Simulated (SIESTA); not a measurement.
PtSe2 (Sudovikovite):

```
CELL_PARAMETERS angstrom
3.72400 0.00000 0.00000
-1.86200 3.22508 0.00000
0.00000 0.00000 5.06200
ATOMIC_POSITIONS crystal
Pt 0.00000 0.00000 0.00000
Se 0.66667 0.33333 0.75000
Se 0.33333 0.66667 0.25000
```

Base run:

- Program: SIESTA 5.4.2
- Functional: PBE
- Potentials or basis: PseudoDojo 0.4 standard (PBE files)
- Basis: DZP (energy shift 0.003 Ry; two zetas on semicore shells)
- Grid cutoff: 800 Ry
- Energy shift: 0.003 Ry
- k mesh: 8 × 8 × 5
- Occupations: fermi-dirac, width 0.05 eV
- Spin: no spin polarisation

Its results: band gap on the k mesh none (metal or under the smearing width); pressure 11.8 GPa; largest force 1.193 eV/Å.

**Question.** After a change of settings the same cell gave: band gap on the k mesh none (metal or under the smearing width); pressure 8.2 GPa; largest force 1.134 eV/Å. Which change was it?
A. basis from DZP (energy shift 0.003 Ry; two zetas on semicore shells) to DZP (energy shift 0.002 Ry); energy shift from 0.003 Ry to 0.002 Ry
B. functional from PBE to vdW-DF-cx
C. functional from PBE to PBEsol; potentials or basis from PseudoDojo 0.4 standard (PBE files) to PseudoDojo 0.4 standard (PBEsol files)
D. functional from PBE to AM05; potentials or basis from PseudoDojo 0.4 standard (PBE files) to PseudoDojo 0.4 standard (PBEsol files)

**Answer.** B.

Caveats: short orbitals over semicore shells can move pressures by several GPa; the basis of atomic orbitals isn't converged, which shifts pressures, moduli and gaps; forces of over 1 eV/Å show positions far from the minimum, so gaps and moduli don't describe the material at rest (some runs); the potentials were made for another functional, which shifts forces and pressure (some runs).

Not every run made on this cell is shown here.
